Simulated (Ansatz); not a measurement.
**TiAl3 under changes of volume**

One of the cells (16.287 Å³/atom); the others are scaled copies at fixed shape and fractional positions:

```
CELL_PARAMETERS angstrom
2.83968 0.00000 0.00000
0.00000 4.68126 0.00000
0.00000 0.00000 4.90074
ATOMIC_POSITIONS crystal
Ti 0.00000 0.50000 0.16592
Al 0.00000 0.00000 0.83590
Al 0.50000 0.00000 0.33091
Al 0.50000 0.50000 0.66727
```

The cell comes from a database or a generator and needn't be the stable form of this composition.

| Property | Result |
| --- | --- |
| Program | Ansatz 0.2.0 |
| Functional | PBE |
| Potentials or basis | Ansatz PAW |
| Cutoff | 420 eV (not typed: the program's choice for these potentials) |
| k mesh | 9 × 6 × 6 |
| Occupations | fermi-dirac, width 0.05 eV |
| Spin | no spin polarisation |

| volume (Å³/atom) | energy over the lowest point (meV/atom) | pressure (GPa) | largest force (eV/Å) |
| --- | --- | --- | --- |
| 15.310 | 19.90 | 6.9 | 0.070 |
| 15.635 | 8.49 | 4.4 | 0.059 |
| 15.961 | 2.02 | 2.1 | 0.048 |
| 16.287 | 0.00 | 0.0 | 0.039 |
| 16.612 | ? | ? | ? |
| 16.938 | 7.61 | -3.6 | 0.054 |
| 17.264 | 16.49 | -5.1 | 0.061 |

Q: What does the run at 16.612 Å³/atom give?

A: Energy over the lowest point 2.00 meV/atom; pressure -1.9 GPa; largest force 0.046 eV/Å.

Worked out: A Birch-Murnaghan fit of order 3 (a polynomial in V^(-2/3)) to the other rows has its minimum at 16.28 Å³/atom with B0 = V·E''(V) = 99 GPa and B' = 4.2 at fixed shape and positions, which overstates the stiffness. It gives 2.00 meV/atom at 16.612 Å³/atom, against the run's 2.00, and -dE/dV = -1.9 GPa, against -1.9.

Energies are extrapolated to zero smearing.
